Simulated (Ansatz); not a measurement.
# In (Im-3m) in Ansatz: further runs

One crystal, In, is run at these levels: r2SCAN; tasks: single point, equation of state.

Program: Ansatz 0.2.0. These are calculated values, not measurements. Logs are shortened: lines on timing, memory, paths and dates and some standing lists are left out, and cuts for length are marked.

### Step 1. The structure

The structure is cubic, space group Im-3m (No. 229). The conventional cell has a = 3.765 Å, b = 3.765 Å, c = 3.765 Å, α = 90.00°, β = 90.00°, γ = 90.00°. In (site symmetry m-3m) has 8 In at 3.26 Å as nearest neighbours.

This isn't the form of In at room conditions, which is tetragonal.

### Step 2. Single point, r2SCAN, 25.08 Å³/atom (volume scaled by 0.94)

input.yaml reads:

```yaml
crystal:
  lattice:
    - [-1.8440955744, 1.8440955744, 1.8440955744]
    - [1.8440955744, -1.8440955744, 1.8440955744]
    - [1.8440955744, 1.8440955744, -1.8440955744]
  atoms:
    - { symbol: In, position: [0.0, 0.0, 0.0] }
hamiltonian:
  xc: r2scan
  pseudopotentials: { kind: paw }
kpoints:
  mp_grid: { grid: [10, 10, 10] }
scf:
  occupations: { method: fermi_dirac, width: 0.05 }
output:
  forces: true
  stress: true
  eigenvalues: true
  write_density: true
  write_potential: true
  elf: true
  volumetric_format: npy
```

Potentials or basis: Ansatz PAW.

On the command line:

```
$ ansatz run input.yaml --threads 2 --pin off --max-ram 5632MiB --backend cpu --events-out ev --progress --plain --runs-dir out
```

The program printed:

```text
Warning: RAYON_NUM_THREADS=2 ignored (pool sized by the plan → 2); use --threads N
Engine: ansatz 0.2.0, x86_64-unknown-linux-gnu
Pseudopotentials: kind: paw
Pseudopotential: In, paw, valence charge 13, recommended cutoff 500 eV (meta_gga), In.paw.azcp
Functional definition: r2SCAN
  parameter k0 = 0.174
  parameter k1 = 0.065
  parameter a1 = 4.9479
  exchange = r2scan_x(k0 = k0, k1 = k1, a1 = a1)
  correlation = r2scan_c
Crystal: 1 atoms, lattice volume = 25.085 Å³
Basis set: ecut = 500 eV, 627 PW (Γ), exchange–correlation on 96×96×96 points (64 copies of the dense FFT grid, shifted against one another)
Bands: 11, of which v1, the nominal top of the filled ones, is band 7 counted from 1 (6 counted from 0)
Symmetry: 48 space group operations
Space group: Im-3m (ITA 229), of the structure as read, at distance tolerance 2.9e-5 Å
k-points: 47 of 1000
Non-local potential: In, projectors of the file, l = 0: 2, l = 1: 2, l = 2: 2, l = 3: 2
PAW form: soft (Blöchl's): semilocal exchange-correlation on the pseudo side does not see the compensation charge
PAW frozen core: In, regenerated for the run's functional (the file was generated under x = pbe(κ = 0.804, μ = 0.2195149727645171), c = pbe(β = 0.06672455060314922))
PAW one-centre angular grid: In, 590 points (default); XC on 289 of its mesh's 2783 points in the sphere
Initial density: superposition of atomic densities (neutral atoms: chi_scale 0, normalization atom), corrected by the library's trained network
Initial wavefunctions: pseudopotential atomic-orbital guess
Functional: x = r2scan, c = r2scan; τ floored in thin density (d = 2e-4 eV/Å³)
SCF iter   1: F=—  HF=-5611.789145 eV  |F-HF|=—  |Δ(HF+E_count)|=         —  Δρ=8.05e-3  dr2=8.48e-3  dr2_τ=1.50e-3  ethr=1.77e-3  ⟨swp⟩=5.4  Hψ=3154  notcnv=0
preconditioner: auto → none  [insulator: Δε(μ)=0.154 eV  Ē_g=21.216 eV  σ=0.050 eV  W_gap=0.61  n_scr=12 (ndim 8)  ℏωp=26.7 eV  f_vac=0.000  D(μ)=0.41/eV (n_scr^D=0)  ε∞_Penn≈2.6]
SCF iter   2: F=—  HF=-5611.792185 eV  |F-HF|=—  |Δ(HF+E_count)|=   3.04e-3  Δρ=1.81e-3  dr2=3.43e-4  dr2_τ=6.33e-5  ethr=6.52e-5  ⟨swp⟩=2.4  Hψ=1368  notcnv=0  defer=18
SCF iter   3: F=—  HF=-5611.792438 eV  |F-HF|=—  |Δ(HF+E_count)|=   2.53e-4  Δρ=7.40e-4  dr2=5.65e-5  dr2_τ=3.20e-6  ethr=2.64e-6  ⟨swp⟩=2.0  Hψ=567  notcnv=0  defer=18
SCF iter   4: F=—  HF=-5611.792483 eV  |F-HF|=—  |Δ(HF+E_count)|=   4.54e-5  Δρ=1.94e-5  dr2=5.33e-8  dr2_τ=5.03e-9  ethr=4.34e-7  ⟨swp⟩=2.0  Hψ=569  notcnv=0  defer=18
iter 5 did not close the SCF: its close was put off for the readings that it lacked (scf_convergence_deferred on its scf_iter line)
SCF iter   5: F=-5611.792483 eV  HF=-5611.792483 eV  |F-HF|=4.35e-9  |Δ(HF+E_count)|=   2.39e-7  Δρ=4.04e-6  dr2=2.11e-9  dr2_τ=1.75e-10  ethr=4.10e-10  ⟨swp⟩=2.0  Hψ=808  notcnv=0  defer=18
SCF iter   6: F=-5611.792483 eV  HF=-5611.792483 eV  |F-HF|=5.46e-11  |Δ(HF+E_count)|=   6.19e-9  Δρ=4.65e-7  dr2=3.79e-11  dr2_τ=8.65e-12  ethr=1.62e-11  ⟨swp⟩=6.9  Hψ=2765  notcnv=0
SCF 1 converged in 6 iterations: F = -5611.792483 eV  dr2 = 3.79e-11
SCF converged after 6 iterations
Free energy (F): -5611.792483 eV
Harris-Foulkes:  -5611.792483 eV  (|F-HF|=5.46e-11)
Internal energy: -5611.788922 eV  (E = F + TS)
E sigma→0 (E₀):  -5611.790703 eV
Entropy (-TS):   -0.003561 eV (-3.561 meV/atom)
Fermi energy:    10.764528 eV
--- Per-component energies (eV) ---
  E_band       = -23.770322
  E_kinetic    = 241.785543
  E_local      = -1050.795984  (includes V_loc(G=0)·N_el)
  E_nonlocal   = 366.571730
  E_hartree    = 413.559084
  E_xc         = -201.840613
  E_vxc        = -108.092878  (∫ρ·V_xc dr)
  E_paw        = -4181.415812  (= ΣΔE_a)
  E_vpaw       = -308.027386  (= ΣTr[D̂ρ^β])
  E_aug_tail   = 0.000008  (compensation charges beyond the density's cutoff)
  E_vtau       = 7.670265  (kinetic-family band-sum trace: ∫τ·v_τ [+ j·A + Jᵃ·Aᵃ] dr)
  E_ewald      = -1200.618423
  E_core_change = 0.965546  (= ΣΔE_core)
  E_smearing   = -0.003561  (= −TS)
  E_closure    = -0.000000  (closes the sum)
  Σ components = -5611.792483   (vs F -5611.792483, Δ=0.00e0)
--- Forces (eV/Å), atoms counted from 1 ---
  atom   1  In    -0.00000000     0.00000000    -0.00000000
  max |Σ_I F_I| component: 6.57e-32 eV/Å
--- Stress (GPa, compression-positive) ---
        2.587255      -0.000000      -0.000000
        0.000000       2.587255      -0.000000
       -0.000000       0.000000       2.587255
  P = ⅓ Tr σ = 2.5873 GPa (25.873 kbar)
--- Band table (eV; the first three rows and the last of 47) ---
  k-point 0: bands = ["-4.5681", "-4.5681", "-4.5681", "-4.2427", "-4.2427", "0.4768", "23.0939", "23.0939", "23.0939", "24.6454", "24.6454"]
  k-point 1: bands = ["-4.5811", "-4.5576", "-4.5202", "-4.2561", "-4.2432", "0.7299", "20.6612", "21.9191", "22.4130", "23.7165", "23.9074"]
  k-point 2: bands = ["-4.6149", "-4.5447", "-4.3924", "-4.2820", "-4.2444", "1.5001", "16.7998", "20.1023", "21.0148", "22.9123", "22.9364"]
  k-point 46: bands = ["-4.7032", "-4.7032", "-4.0902", "-4.0902", "-4.0902", "12.0907", "12.0907", "12.0907", "12.4990", "16.4342", "16.4342"]
```

It took 4.4 s on 2 threads of AMD EPYC (Zen 3), shared host; peak memory 0.37 GiB.

What came out:

| Property | Result |
| --- | --- |
| Free energy | -5611.7925 eV |
| Pressure | 2.6 GPa |
| Band gap on the k mesh | none (metal or under the smearing width) |

Caveat: the PAW data sets come from PBE, with cores solved anew for the run's functional, which leaves a small shift of forces and pressure.

### Step 3. Single point, r2SCAN, 25.62 Å³/atom (volume scaled by 0.96)

input.yaml reads:

```yaml
crystal:
  lattice:
    - [-1.8570825908, 1.8570825908, 1.8570825908]
    - [1.8570825908, -1.8570825908, 1.8570825908]
    - [1.8570825908, 1.8570825908, -1.8570825908]
  atoms:
    - { symbol: In, position: [0.0, 0.0, 0.0] }
hamiltonian:
  xc: r2scan
  pseudopotentials: { kind: paw }
kpoints:
  mp_grid: { grid: [10, 10, 10] }
scf:
  occupations: { method: fermi_dirac, width: 0.05 }
output:
  forces: true
  stress: true
  eigenvalues: true
```

Potentials or basis: Ansatz PAW.

On the command line:

```
$ ansatz run input.yaml --threads 2 --pin off --max-ram 5632MiB --backend cpu --events-out ev --progress --plain --runs-dir out
```

Run time: 3.3 s. Hardware: 2 threads of AMD EPYC (Zen 3), shared host; peak memory 0.36 GiB.

The run converged. Its results:

```yaml
Free_energy: -5611.7993 eV
Pressure: 1.5 GPa
Band_gap_on_the_k_mesh: none (metal or under the smearing width)
```

Caveat: the PAW data sets come from PBE, with cores solved anew for the run's functional, which leaves a small shift of forces and pressure.

### Step 4. Single point, r2SCAN, 26.15 Å³/atom (volume scaled by 0.98)

Changes to input.yaml since step 3:

```diff
@@ -2,5 +2,5 @@
   lattice:
-    - [-1.8570825908, 1.8570825908, 1.8570825908]
-    - [1.8570825908, -1.8570825908, 1.8570825908]
-    - [1.8570825908, 1.8570825908, -1.8570825908]
+    - [-1.8698904617, 1.8698904617, 1.8698904617]
+    - [1.8698904617, -1.8698904617, 1.8698904617]
+    - [1.8698904617, 1.8698904617, -1.8698904617]
   atoms:
```

On the command line:

```
$ ansatz run input.yaml --threads 2 --pin off --max-ram 5632MiB --backend cpu --events-out ev --progress --plain --runs-dir out
```

It took 3.5 s on 2 threads of AMD EPYC (Zen 3), shared host; peak memory 0.36 GiB.

Results (log left out):

```
Free energy            : -5611.8028 eV
Pressure               : 0.6 GPa
Band gap on the k mesh : none (metal or under the smearing width)
```

Caveat: the PAW data sets come from PBE, with cores solved anew for the run's functional, which leaves a small shift of forces and pressure.

### Step 5. Single point, r2SCAN, 26.69 Å³/atom

input.yaml reads:

```yaml
crystal:
  lattice:
    - [-1.88252524, 1.88252524, 1.88252524]
    - [1.88252524, -1.88252524, 1.88252524]
    - [1.88252524, 1.88252524, -1.88252524]
  atoms:
    - { symbol: In, position: [0.0, 0.0, 0.0] }
hamiltonian:
  xc: r2scan
  pseudopotentials: { kind: paw }
kpoints:
  mp_grid: { grid: [10, 10, 10] }
scf:
  occupations: { method: fermi_dirac, width: 0.05 }
output:
  forces: true
  stress: true
  eigenvalues: true
  write_density: true
  write_potential: true
  elf: true
  volumetric_format: npy
```

On the command line:

```
$ ansatz run input.yaml --threads 2 --pin off --max-ram 5632MiB --backend cpu --events-out ev --progress --plain --runs-dir out
```

It took 4.3 s on 2 threads of AMD EPYC (Zen 3), shared host; peak memory 0.37 GiB.

The run converged. Its results:

* Free energy: -5611.8035 eV
* Pressure: -0.2 GPa
* Band gap on the k mesh: none (metal or under the smearing width)

Caveat: the PAW data sets come from PBE, with cores solved anew for the run's functional, which leaves a small shift of forces and pressure.

### Step 6. Single point, r2SCAN, 27.22 Å³/atom (volume scaled by 1.02)

Changes to input.yaml since step 5:

```diff
@@ -2,5 +2,5 @@
   lattice:
-    - [-1.88252524, 1.88252524, 1.88252524]
-    - [1.88252524, -1.88252524, 1.88252524]
-    - [1.88252524, 1.88252524, -1.88252524]
+    - [-1.8949926579, 1.8949926579, 1.8949926579]
+    - [1.8949926579, -1.8949926579, 1.8949926579]
+    - [1.8949926579, 1.8949926579, -1.8949926579]
   atoms:
```

Potentials or basis: Ansatz PAW.

On the command line:

```
$ ansatz run input.yaml --threads 2 --pin off --max-ram 5632MiB --backend cpu --events-out ev --progress --plain --runs-dir out
```

It took 4.6 s on 2 threads of AMD EPYC (Zen 3), shared host; peak memory 0.37 GiB.

Results (log left out):

```
Free energy            : -5611.8018 eV
Pressure               : -0.9 GPa
Band gap on the k mesh : none (metal or under the smearing width)
```

Caveat: the PAW data sets come from PBE, with cores solved anew for the run's functional, which leaves a small shift of forces and pressure.

### Step 7. Single point, r2SCAN, 27.75 Å³/atom (volume scaled by 1.04)

input.yaml reads:

```yaml
crystal:
  lattice:
    - [-1.9072981498, 1.9072981498, 1.9072981498]
    - [1.9072981498, -1.9072981498, 1.9072981498]
    - [1.9072981498, 1.9072981498, -1.9072981498]
  atoms:
    - { symbol: In, position: [0.0, 0.0, 0.0] }
hamiltonian:
  xc: r2scan
  pseudopotentials: { kind: paw }
kpoints:
  mp_grid: { grid: [10, 10, 10] }
scf:
  occupations: { method: fermi_dirac, width: 0.05 }
output:
  forces: true
  stress: true
  eigenvalues: true
```

On the command line:

```
$ ansatz run input.yaml --threads 2 --pin off --max-ram 5632MiB --backend cpu --events-out ev --progress --plain --runs-dir out
```

It took 3.2 s on 2 threads of AMD EPYC (Zen 3), shared host; peak memory 0.38 GiB.

Results (log left out):

```yaml
Free_energy: -5611.7978 eV
Pressure: -1.5 GPa
Band_gap_on_the_k_mesh: none (metal or under the smearing width)
```

Caveat: the PAW data sets come from PBE, with cores solved anew for the run's functional, which leaves a small shift of forces and pressure.

### Step 8. Single point, r2SCAN, 28.29 Å³/atom (volume scaled by 1.06)

input.yaml reads:

```yaml
crystal:
  lattice:
    - [-1.9194468732, 1.9194468732, 1.9194468732]
    - [1.9194468732, -1.9194468732, 1.9194468732]
    - [1.9194468732, 1.9194468732, -1.9194468732]
  atoms:
    - { symbol: In, position: [0.0, 0.0, 0.0] }
hamiltonian:
  xc: r2scan
  pseudopotentials: { kind: paw }
kpoints:
  mp_grid: { grid: [10, 10, 10] }
scf:
  occupations: { method: fermi_dirac, width: 0.05 }
output:
  forces: true
  stress: true
  eigenvalues: true
  write_density: true
  write_potential: true
  elf: true
  volumetric_format: npy
```

On the command line:

```
$ ansatz run input.yaml --threads 2 --pin off --max-ram 5632MiB --backend cpu --events-out ev --progress --plain --runs-dir out
```

Run time: 4.2 s. Hardware: 2 threads of AMD EPYC (Zen 3), shared host; peak memory 0.38 GiB.

Results (log left out):

```yaml
Free_energy: -5611.7919 eV
Pressure: -2.0 GPa
Band_gap_on_the_k_mesh: none (metal or under the smearing width)
```

Caveat: the PAW data sets come from PBE, with cores solved anew for the run's functional, which leaves a small shift of forces and pressure.

### Step 9. Equation of state, r2SCAN

Potentials or basis: Ansatz PAW.

No new run: the results of the series are fitted here.

Results:

```
Equilibrium volume                      : 26.56 Å³/atom
Bulk modulus                            : 38 GPa
Pressure derivative of the bulk modulus : 5.5 (rough: it moves with the points fitted)
```

Energy against volume, from the lowest point:
| volume (Å³/atom) | energy (meV/atom) |
| --- | --- |
| 25.085 | 11.05 |
| 25.618 | 4.24 |
| 26.152 | 0.70 |
| 26.686 | 0.00 |
| 27.220 | 1.77 |
| 27.753 | 5.73 |
| 28.287 | 11.63 |

Caveat: the PAW data sets were made with another functional, which shifts forces and pressure a little.
